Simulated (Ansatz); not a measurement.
**ZnS: further runs on the relaxed cell**

An exercise on one series of results from a longer session: the logs are not shown, and one member is left open.

The COD entry's cell or inner coordinates are ideal or old and differ from later refinements, so a difference from it is no clean test against experiment.

Method: DFT r2SCAN, scalar-relativistic, plane waves, PAW, in Ansatz 0.2.0.

1 further run of the same task is left out (set aside as unsound or not needed).

## The structure to begin with

Symmetry: F-43m, No. 216, cubic system. The conventional cell has a = 5.389 Å, b = 5.389 Å, c = 5.389 Å, α = 90.00°, β = 90.00°, γ = 90.00°. Zn (site symmetry -43m) has 4 S at 2.33 Å in its first shell of neighbours. S (site symmetry -43m) has 4 Zn at 2.33 Å in its first shell of neighbours.

Structure file:

```cif
data_structure
_symmetry_space_group_name_H-M 'P 1'
_symmetry_Int_Tables_number 1
_cell_length_a 3.8106
_cell_length_b 3.8106
_cell_length_c 3.8106
_cell_angle_alpha 60.000
_cell_angle_beta 60.000
_cell_angle_gamma 60.000
_cell_volume 39.13
loop_
_atom_site_label
_atom_site_type_symbol
_atom_site_fract_x
_atom_site_fract_y
_atom_site_fract_z
_atom_site_occupancy
Zn1 Zn 0.25000 0.25000 0.25000 1
S1 S 0.00000 0.00000 0.00000 1
```

This cell was relaxed beforehand with the same method: volume 19.56 Å³/atom, gap on the mesh 2.70 eV.

Set-up of the first run:

File input.yaml:

```yaml
crystal:
  lattice:
    - [0.0, 2.6945314216, 2.6945314216]
    - [2.6945314216, 0.0, 2.6945314216]
    - [2.6945314216, 2.6945314216, 0.0]
  atoms:
    - { symbol: Zn, position: [0.25, 0.25, 0.25] }
    - { symbol: S, position: [0.0, 0.0, 0.0] }
basis:
  ecutwfc: 500
kpoints:
  mp_grid: { grid: [8, 8, 8] }
  band_path:
    path:
      - [[0.0, 0.0, 0.0], [-0.5, -0.5, 0.0], [-0.375, -0.375, 0.25]]
      - [[-0.375, 0.0, 0.375], [0.0, 0.0, 0.0], [0.0, 0.0, 0.5], [-0.5, -0.25, 0.25], [-0.5, -0.5, 0.0]]
    npoints: 14
hamiltonian:
  xc: r2scan
scf:
  occupations: { method: gaussian, width: 0.02 }
  n_extra_bands: 6
output:
  forces: true
  stress: true
  eigenvalues: true
  populations: true
  dos: { projected: true, de: 0.02, nscf_kmesh: { grid: [12, 12, 12] } }
  bader: true
  write_density: true
  write_potential: true
  elf: true
  volumetric_format: npy
```

The run is started by

```sh
> ansatz run input.yaml --threads 1 --pin off --max-ram 2560MiB --backend cpu --events-out ev --progress --plain --runs-dir out
```

Among the steps run: Electronic structure at the relaxed geometry; Seeking the band edges over the whole zone; Eigenvalues a small step from each edge; The cell as listed, for comparison; Optical spectrum; Volume × 0.97; The cell scaled to 1.03 of its volume; The cell scaled to 0.94 of its volume; The cell scaled to 1.06 of its volume; Volume × 0.91; Point at V/V0 = 1.10; The cell scaled to 0.88 of its volume.

One of the session's tables, all rows but one given; the rest of the session is left out.

It belongs to the step «Fit of the equation of state». 

| volume (Å³/atom) | energy above the lowest point (meV/atom) | pressure (GPa) | gap on the mesh (eV) |
| --- | --- | --- | --- |
| 17.216 | 86.8 | 13.28 | 3.31 |
| 17.803 | 46.0 | 9.11 | 3.15 |
| 18.390 | 19.3 | 5.57 | 2.99 |
| 18.977 | ? | ? | ? |
| 19.564 | 0.0 | 0.00 | 2.70 |
| 20.151 | 4.1 | -2.18 | 2.57 |
| 20.737 | 15.6 | -4.04 | 2.44 |
| 21.520 | 40.5 | -6.09 | 2.27 |

**Question.** Estimate the row for volume (Å³/atom) = 18.977.

Worked estimate for «energy above the lowest point (meV/atom)». A straight line through the neighbours (18.390, 19.3) and (19.564, 0.0) gives 19.3 + (0.0 − 19.3) × (18.977 − 18.390) / (19.564 − 18.390) = 9.7; a parabola fitted to 4 rows on both sides gives 4.5.

**Answer.** energy above the lowest point (meV/atom): 4.6; pressure (GPa): 2.56; gap on the mesh (eV): 2.84. In «energy above the lowest point (meV/atom)» the line misses by +5.1 and the parabola by -0.1.
